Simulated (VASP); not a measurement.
# Ge (I4_1/amd) in VASP: notebook, part 2 of 2

VASP 6.6.1. Earlier steps stand in the parts before.

## (3) Relaxation of cell and atoms, PBEsol, target pressure 9.8 GPa, at which the enthalpy is minimised

This run uses another cell than the first one, of 17.72 Å³/atom, 0.956 times its volume.

INCAR

```
SYSTEM = Ge
PREC = Accurate
ENCUT = 520
EDIFF = 1E-7
ISMEAR = 0
SIGMA = 0.02
LREAL = .False.
LASPH = .True.
NELM = 80
ALGO = Fast
ISIF = 3
LWAVE = .False.
LCHARG = .False.
GGA = PS
IBRION = 2
NSW = 80
EDIFFG = -0.002
PSTRESS = 98.0
```

KPOINTS

```
regular mesh
0
Gamma
  2 2 2
  0 0 0
```

POSCAR

```
Ge                                      
1.0
   -2.5159030904      2.5159030904      1.3994039755
    2.5159030904     -2.5159030904      1.3994039755
    2.5159030904      2.5159030904     -1.3994039755
  Ge            
     2
Direct
     0.2500000000000000    0.7500000000000000    0.5000000000000000
     0.5000000000000000    0.5000000000000000    0.0000000000000000
```

Potentials or basis: VASP PAW PBE potentials, release 64 (Ge_d).

Command:

```bash
> cat potpaw_PBE.64/Ge_d/POTCAR > POTCAR
> mpirun -np 1 vasp_std > vasp.out
```

OUTCAR:

```text
SYSTEM = Ge
   PREC = Accurate
   ENCUT = 520
   EDIFF = 1E-7
   ISMEAR = 0
   LREAL = .False.
   LASPH = .True.
   NELM = 80
   ISIF = 3
   GGA = PS
   IBRION = 2
   NSW = 80
   EDIFFG = -0.002
   PSTRESS = 98.0

 ion  position               nearest neighbor table
   1  0.250  0.750  0.500-   2 2.61   2 2.61   2 2.61   2 2.61
   2  0.500  0.500  0.000-   1 2.61   1 2.61   1 2.61   1 2.61

  LATTYP: Found a body centered tetragonal cell.
 ALAT       =     5.0318061808
 C/A-ratio  =     0.5562233223

  Lattice vectors:

 A1 = (  -2.5159030904,   2.5159030904,   1.3994039755)
 A2 = (   2.5159030904,  -2.5159030904,   1.3994039755)
 A3 = (   2.5159030904,   2.5159030904,  -1.3994039755)

Analysis of symmetry for initial positions (statically):
=====================================================================
 Subroutine PRICEL returns:
 Original cell was already a primitive cell.

 Routine SETGRP: Setting up the symmetry group for a
 body centered tetragonal supercell.

 Subroutine GETGRP returns: Found 16 space group operations
 (whereof  8 operations were pure point group operations)
 out of a pool of 16 trial point group operations.

The static configuration has the point symmetry D_2d.
 The point group associated with its full space group is D_4h.

Analysis of symmetry for dynamics (positions and initial velocities):
=====================================================================
 Subroutine PRICEL returns:
 Original cell was already a primitive cell.

 Routine SETGRP: Setting up the symmetry group for a
 body centered tetragonal supercell.

 Subroutine GETGRP returns: Found 16 space group operations
 (whereof  8 operations were pure point group operations)
 out of a pool of 16 trial point group operations.

The dynamic configuration has the point symmetry D_2d.
 The point group associated with its full space group is D_4h.

 Subroutine INISYM returns: Found 16 space group operations
 (whereof  8 operations are pure point group operations),
 and found     1 'primitive' translations

----------------------------------------------------------------------------------------

                                     Primitive cell

  volume of cell :      35.4316

  direct lattice vectors                    reciprocal lattice vectors
    -2.515903090  2.515903090  1.399403976     0.000000000  0.198735795  0.357294969
     2.515903090 -2.515903090  1.399403976     0.198735795  0.000000000  0.357294969
     2.515903090  2.515903090 -1.399403976     0.198735795  0.198735795  0.000000000

  length of vectors
     3.823332082  3.823332082  3.823332082     0.408846684  0.408846684  0.281054856

  position of ions in fractional coordinates (direct lattice)
     0.250000000  0.750000000  0.500000000
     0.500000000  0.500000000  0.000000000

  ion indices of the primitive-cell ions
   primitive index   ion index
                 1           1
                 2           2

----------------------------------------------------------------------------------------

 KPOINTS: regular mesh

Automatic generation of k-mesh.
 Grid dimensions read from file:
 generate k-points for:    2    2    2

 Generating k-lattice:

  Cartesian coordinates                     Fractional coordinates (reciprocal lattice)
     0.000000000  0.099367897  0.178647484     0.500000000  0.000000000  0.000000000
     0.099367897  0.000000000  0.178647484     0.000000000  0.500000000  0.000000000
     0.099367897  0.099367897  0.000000000     0.000000000  0.000000000  0.500000000

  Length of vectors
     0.204423342  0.204423342  0.140527428

  Shift w.r.t. Gamma in fractional coordinates (k-lattice)
     0.000000000  0.000000000  0.000000000

 Subroutine IBZKPT returns following result:
 ===========================================

 Found      4 irreducible k-points:

 Following reciprocal coordinates:
            Coordinates               Weight
  0.000000  0.000000  0.000000      1.000000
  0.500000 -0.000000  0.000000      4.000000
  0.500000  0.500000  0.000000      2.000000
  0.500000  0.500000  0.500000      1.000000
   k-points           NKPTS =      4   k-points in BZ     NKDIM =      4   number of bands    NBANDS=     18
   number of dos      NEDOS =    301   number of ions     NIONS =      2
   total plane-waves  NPLWV =  21952
   dimension x,y,z NGX =    28 NGY =   28 NGZ =   28
   dimension x,y,z NGXF=    56 NGYF=   56 NGZF=   56
   ions per type =               2
   NGX,Y,Z   is equivalent  to a cutoff of  12.17, 12.17, 12.17 a.u.
   NGXF,Y,Z  is equivalent  to a cutoff of  24.35, 24.35, 24.35 a.u.
 SYSTEM =  Ge
   PREC   = accura    normal or accurate (medium, high low for compatibility)
   ISTART =      0    job   : 0-new  1-cont  2-samecut
   ICHARG =      2    charge: 1-file 2-atom 10-const
   ISPIN  =      1    spin polarized calculation?
   LNONCOLLINEAR =      F non collinear calculations
   LSORBIT =      F    spin-orbit coupling
   LASPH  =      T    aspherical Exc in radial PAW
   ENCUT  =  520.0 eV  38.22 Ry    6.18 a.u.   7.11  7.11  7.11*2*pi/ulx,y,z
   NELM   =     80;   NELMIN=  2; NELMDL= -5     # of ELM steps
   EDIFF  = 0.1E-06   stopping-criterion for ELM
   LREAL  =      F    real-space projection
   EDIFFG = -.2E-02   stopping-criterion for IOM
   NSW    =     80    number of steps for IOM
   IBRION =      2    ionic relax: 0-MD 1-quasi-New 2-CG
   NFREE  =      1    steps in history (QN), initial steepest desc. (CG)
   ISIF   =      3    stress and relaxation
   ISYM   =      2    0-nonsym 1-usesym 2-fastsym
   POTIM  = 0.5000    time-step for ionic-motion
   TEBEG  =    0.0;   TEEND  =   0.0 temperature during run
   PSTRESS=   98.0 pullay stress
   NELECT =      28.0000    total number of electrons
   NUPDOWN=      -1.0000    fix difference up-down
   EMIN   =  10.00;   EMAX   =-10.00  energy-range for DOS
   EFERMI =   0.00;   METHOD = LEGACY
   ISMEAR =     0;   SIGMA  =   0.02  broadening in eV -4-tet -1-fermi 0-gaus
   EFERMI_NEDOS =   21; number of points for ismear=-14 and -15
   IALGO  =     68    algorithm
   IMIX   =      4    mixing-type and parameters
     AMIX     =   0.40;   BMIX     =  1.00
     AMIX_MAG =   1.60;   BMIX_MAG =  1.00
  volume/ion in A,a.u.               =      17.72       119.55
  Fermi-wavevector in a.u.,A,eV,Ry     =   1.513552  2.860198 31.168745  2.290838
  Thomas-Fermi vector in A             =   2.623327
   LORBIT       =      0    0 simple, 1 ext, 2 COOP (PROOUT), +10 PAW based schemes
   GGA     = PS    functional components
   LHFCALC =     F    Hartree Fock is set to
   AEXX    =    0.0000 exact exchange contribution
   IVDW    =     0    specifies the selected vdW correction
   LEPSILON=     F    determine dielectric tensor
   LRPA    =     F    only Hartree local field effects (RPA)
 conjugate gradient relaxation of ions
 non-spin polarized calculation
 RMM-DIIS sequential band-by-band and
 Gauss-broadening in eV      SIGMA  =   0.02
  energy-cutoff  :      520.00
  volume of cell :       35.43
 maximum number of plane-waves:       970
   NGX = 15   NGY = 15   NGZ = 15

--------------------------------------- Ionic step        1  -------------------------------------------

 number of electron      27.9999974 magnetization

 Free energy of the ion-electron system (eV)
  ---------------------------------------------------
  ext. energy  EPLUGINS =         0.00000000
  ---------------------------------------------------
  free energy    TOTEN  =        -9.97612463 eV

  energy without entropy =       -9.97612463  energy(sigma->0) =       -9.97612463

------------------------ aborting loop because EDIFF is reached ----------------------------------------

  FORCE on cell =-STRESS in cart. coord.  units (eV):
  Direction    XX          YY          ZZ          XY          YZ          ZX
  --------------------------------------------------------------------------------------
  -------------------------------------------------------------------------------------
  Total        2.1581425      2.1581425      2.1602084      0.0000000      0.0000000      0.0000000
  in kB       97.5887593     97.5887593     97.6821730      0.0000000      0.0000000      0.0000000
  external PRESSURE =      -0.3801028 kB  Pullay stress =      98.0000000 kB
[... 137 lines left out ...]
  enthalpy is  TOTEN    =        -7.8088932369 eV   P V=        2.1660014485

--------------------------------------- Ionic step        5  -------------------------------------------

 number of electron      27.9999974 magnetization

 Free energy of the ion-electron system (eV)
  ---------------------------------------------------
  ext. energy  EPLUGINS =         0.00000000
  ---------------------------------------------------
  free energy    TOTEN  =        -9.97493260 eV

  energy without entropy =       -9.97493260  energy(sigma->0) =       -9.97493260

 E-fermi :   5.7204     XC(G=0): -11.6564

 val. band max:        5.5728327901   @ k =   0.5000  -0.0000   0.0000
 cond. band min:       7.9334495455   @ k =   0.5000   0.5000   0.0000
 fundamental gap:      2.3606167553
 Fermi energy:         5.7203801674

 k-point     1 :       0.0000    0.0000    0.0000
  band No.  band energies     occupation
      1     -17.4020      2.00000
      2     -17.3201      2.00000
      3     -17.2322      2.00000
      4     -17.1933      2.00000
      5     -17.1204      2.00000
      6     -17.1204      2.00000
[... 10 lines left out ...]
     17      15.3351      0.00000
     18      15.3882      0.00000
[... 90 lines left out ...]
  FREE ENERGIE OF THE ION-ELECTRON SYSTEM (eV)
  ---------------------------------------------------
  free  energy   TOTEN  =        -9.9749326018 eV

  energy  without entropy=       -9.9749326018  energy(sigma->0) =       -9.97493260

  enthalpy is  TOTEN    =        -7.8088932725 eV   P V=        2.1660393292

 reached required accuracy - stopping structural energy minimisation
```

OSZICAR:

```text
N       E                     dE             d eps       ncg     rms          rms(c)
DAV:   1     0.154706864585E+03    0.15471E+03   -0.15116E+04   146   0.443E+03
DAV:   2     0.975701436804E+01   -0.14495E+03   -0.14179E+03   144   0.521E+02
DAV:   3    -0.952207139276E+01   -0.19279E+02   -0.19024E+02   164   0.143E+02
[... 29 lines left out ...]
RMM:   2    -0.997489473986E+01    0.23564E-06   -0.27193E-07    89   0.898E-03    0.151E-03
RMM:   3    -0.997489468542E+01    0.54446E-07   -0.15603E-07    90   0.550E-03
   4 F= -.78088932E+01 E0= -.78088932E+01  d E =-.560034E-05
       N       E                     dE             d eps       ncg     rms          rms(c)
DAV:   1    -0.997493264899E+01   -0.37909E-04   -0.12666E-06   166   0.218E-02    0.182E-03
RMM:   2    -0.997493260179E+01    0.47197E-07   -0.96030E-08    78   0.527E-03
   5 F= -.78088933E+01 E0= -.78088933E+01  d E =-.563598E-05
```

CONTCAR:

```text
Ge
   1.00000000000000
    -2.5154015849577807    2.5154015849577807    1.3991883900005500
     2.5154015849577807   -2.5154015849577807    1.3991883900005500
     2.5154015849577807    2.5154015849577807   -1.3991883900005500
  Ge
     2
Direct
     0.2500000000000000    0.7500000000000000    0.5000000000000000
     0.5000000000000000    0.5000000000000000    0.0000000000000000

  0.00000000E+00  0.00000000E+00  0.00000000E+00
  0.00000000E+00  0.00000000E+00  0.00000000E+00
```

It took 13 s on 1 thread of AMD EPYC 7R13 (Zen 3), shared host; peak memory 0.12 GiB.

Results:

```
Free energy                                            : -9.9749 eV
Relaxed volume                                         : 17.71 Å³/atom
Relaxed cell                                           : a = 3.823 Å, b = 3.823 Å, c = 3.823 Å, α = 97.70°, β = 97.70°, γ = 137.06°
Space group after relaxing (to 0.05 Å)                 : I4_1/amd (No. 141)
Energy change on relaxing (the enthalpy is what falls) : +0.6 meV/atom
Ionic steps                                            : 5
Pressure after relaxing                                : 9.8 GPa
Band gap on the k mesh                                 : none (metal or under the smearing width)
```

The path:
| step | energy change (eV) | largest force (eV/Å) | pressure (GPa) | volume (Å³) |
| --- | --- | --- | --- | --- |
| 1 | 0.0000 | 0.0000 | 9.76 | 35.43 |
| 2 | 0.0013 | 0.0000 | 9.83 | 35.41 |
| 3 | 0.0012 | 0.0000 | 9.78 | 35.41 |
| 4 | 0.0012 | 0.0000 | 9.84 | 35.41 |
| 5 | 0.0012 | 0.0000 | 9.81 | 35.41 |

Final structure:
```
CELL_PARAMETERS angstrom
-2.51540 2.51540 1.39919
2.51540 -2.51540 1.39919
2.51540 2.51540 -1.39919
ATOMIC_POSITIONS crystal
Ge 0.25000 0.75000 0.50000
Ge 0.50000 0.50000 0.00000
```

Levels at points of the mesh, in eV from the Fermi level:
```
           k point  band 12  band 13  band 14  band 15  band 16  band 17
(0.00, 0.00, 0.00)    -1.99    -0.89    -0.89     4.64     9.59     9.61
(0.50, 0.00, 0.00)    -5.17    -0.98    -0.43    -0.15     3.81     5.24
(0.50, 0.50, 0.00)    -9.29     2.21     2.21     3.77     3.77     8.90
(0.50, 0.50, 0.50)    -7.34    -4.77    -4.77     7.34     7.34    13.41
```

Caveat: the k mesh is coarse (spacing up to 1.28 Å⁻¹), so the values aren't converged; the cell is relaxed towards a set pressure, so the enthalpy falls and the energy may rise; the PAW data sets were made with another functional, which shifts forces and pressure a little.
